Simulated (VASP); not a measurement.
Wanted: the native input for a VASP 6.6.1 run.

```
Task                   : single point
Functional             : PBEsol
Potentials or basis    : VASP PAW PBE potentials, release 64 (Si)
Cutoff                 : 520 eV
k mesh                 : 12 × 12 × 12
Occupations            : gaussian, width 0.01 eV
Spin                   : no spin polarisation
Dipole correction      : no
Further INCAR settings : ALGO = Normal; EDIFF = 1e-06; NBANDS = 11
```

The structure of Si lies in POSCAR:

```
Si
1.0
    0.0000000000      2.7168139067      2.7168139067
    2.7168139067      0.0000000000      2.7168139067
    2.7168139067      2.7168139067      0.0000000000
Si
2
Direct
    0.7500000000      0.7500000000      0.7500000000
    0.5000000000      0.5000000000      0.5000000000
```

The cell isn't the ideal one: cell and atoms relaxed tightly for response.

One way to write it, as run:

INCAR

```
  PREC = Accurate
  ENCUT = 520
  EDIFF = 1E-6
  ISMEAR = 0
  SIGMA = 0.01
  LREAL = False
  LASPH = True
  NELM = 100
  ALGO = Normal
  ISIF = 2
  LWAVE = False
  LCHARG = False
  GGA = PS
  NBANDS = 11
```

KPOINTS

```
regular mesh
0
Gamma
  12 12 12
```

Potentials or basis: VASP PAW PBE potentials, release 64 (Si).

Command:

```bash
$ cat potpaw_PBE.64/Si/POTCAR > POTCAR
$ mpirun -np 1 vasp_std > vasp.out
```

Results of the run:

| Property | Result |
| --- | --- |
| Pressure | 0.1 GPa |
| Band gap on the k mesh | 0.46 eV, indirect (least direct gap 2.52 eV) |

Caveat: the PAW data sets were made with another functional, which shifts forces and pressure a little.

Run time: 14 s on 1 thread of Intel(R) Xeon(R) 6975P-C (Granite Rapids), on a shared host, peak memory 0.16 GiB.
